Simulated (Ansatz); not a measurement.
AlNi3, 4 atoms in the cell. Symmetry: Pm-3m, No. 221, cubic system. The conventional cell has a = 3.523 Å, b = 3.523 Å, c = 3.523 Å, α = 90.00°, β = 90.00°, γ = 90.00°. Around Ni (site symmetry 4/mmm) lie 8 Ni at 2.49 Å and 4 Al at 2.49 Å. Al (site symmetry m-3m) is surrounded by 12 Ni at 2.49 Å. The cell is a database's computed one.

* Program: Ansatz 0.2.0
* Task: band structure
* Functional: PBEsol
* Potentials or basis: Ansatz PAW
* Cutoff: 420 eV (not typed: the program's choice for these potentials)
* k mesh: 4 × 4 × 4
* Occupations: fermi-dirac, width 0.05 eV
* Spin: collinear spin, ferromagnetic start
* Starting moments: [1.0, 1.0, 1.0, 0.0] μB
* Path: [["G", "X", "M", "G", "R", "X"], ["M", "R"]]
* Points for each segment of the path: 14

Potentials or basis: Ansatz PAW.

Run with:

```sh
$ ansatz run input.yaml --threads 2 --pin off --max-ram 5632MiB --backend cpu --events-out ev --progress --plain --runs-dir out
```

Hardware: 2 threads of Arm Neoverse V1, on a shared host.

Problem. Estimate the wall time of this run.

Solution. Wall time 5.3 s on 2 threads of Arm Neoverse V1, on a shared host, peak memory 0.37 GiB. Counts: scf iterations 14, plane waves 847, k points 10, bands 39.
